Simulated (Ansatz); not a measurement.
Structure optimisation: rhenium, beta-Sn type

Theory: DFT, PBE, plane waves (420 eV) with PAW, scalar-relativistic in Ansatz 0.2.0.

k-point mesh 13×13×9, Fermi-Dirac smearing 0.1 eV, no spin polarisation. Cell and atoms relax.

Starting structure:

```
Re
1.0
    -2.41861    2.41861    1.32056
     2.41861   -2.41861    1.32056
     2.41861    2.41861   -1.32056
Re
2
Direct
  0.00000 0.00000 0.00000
  0.75000 0.25000 0.50000
```

What cell does the relaxation end in?

P6_3/mmc with a = 2.776 Å, c = 4.481 Å (c/a = 1.614); 14.95 Å³ per atom against 15.45 at the start (-3.2 %).

The cell has left the beta-Sn structure type; it ends in P6_3/mmc.

How much energy does the relaxation gain?

1119.9 meV per atom.

The k-point mesh keeps fewer symmetry operations than the starting structure has, so the cell can leave it.
